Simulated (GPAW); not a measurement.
A run of GPAW 26.7.0:

run.py

```python
from ase import Atoms
from ase.eos import EquationOfState
from ase.io import Trajectory
from ase.units import GPa
from ase.parallel import parprint
from gpaw import GPAW, PW

atoms = Atoms(['Ti', 'O', 'O'],
              cell=[[1.4973312015, 0.8644845722, 6.9815443949],
                    [-1.4973312015, 0.8644845722, 6.9815443949],
                    [0.0, -1.7289691445, 6.9815443949]],
              scaled_positions=[[0.0, 0.0, 0.0],
                                [0.379533, 0.379533, 0.379533],
                                [0.620467, 0.620467, 0.620467]],
              pbc=True)

traj = Trajectory('eos.traj', 'w')
volumes, energies = [], []
for x in [0.94, 0.96, 0.98, 1.0, 1.02, 1.04, 1.06]:
    a = atoms.copy()
    a.set_cell(atoms.cell * x**(1 / 3), scale_atoms=True)
    calc = GPAW(mode=PW(800),
                xc='MGGA_X_R2SCAN+MGGA_C_R2SCAN',
                kpts={'size': (7, 7, 7), 'gamma': True},
                occupations={'name': 'fermi-dirac', 'width': 0.05},
                nbands=24,
                convergence={'density': 1e-05, 'energy': 1e-05},
                maxiter=150,
                txt=f'eos-{x:.2f}.txt')
    a.calc = calc
    energies.append(a.get_potential_energy(force_consistent=True))
    volumes.append(a.get_volume())
    p = -a.get_stress()[:3].mean() / GPa
    calc.write(f'eos-{x:.2f}.gpw')
    traj.write(a)
    parprint(f'{x:.2f} {volumes[-1]:10.4f} A^3 {energies[-1]:14.6f} eV {p:9.3f} GPa', flush=True)

v0, e0, B = EquationOfState(volumes, energies, eos='birchmurnaghan').fit()
parprint(f'V0 = {v0:.4f} A^3, E0 = {e0:.6f} eV, B0 = {B / GPa:.2f} GPa')
```

Potentials or basis: GPAW PAW data sets (gpaw-data 1.2.1), pw.

The run is started by

```console
$ OMP_NUM_THREADS=1 mpirun -n 4 gpaw python run.py
```

Hardware: 4 MPI ranks on Arm Neoverse V2 (shared host).

Q: How long does it take, and how much memory?

A: It took 26 min on 4 MPI ranks on Arm Neoverse V2 (shared host), peak memory 0.97 GiB a rank. Counts: scf iterations 80, plane waves 2633, bands 24, k points 44.
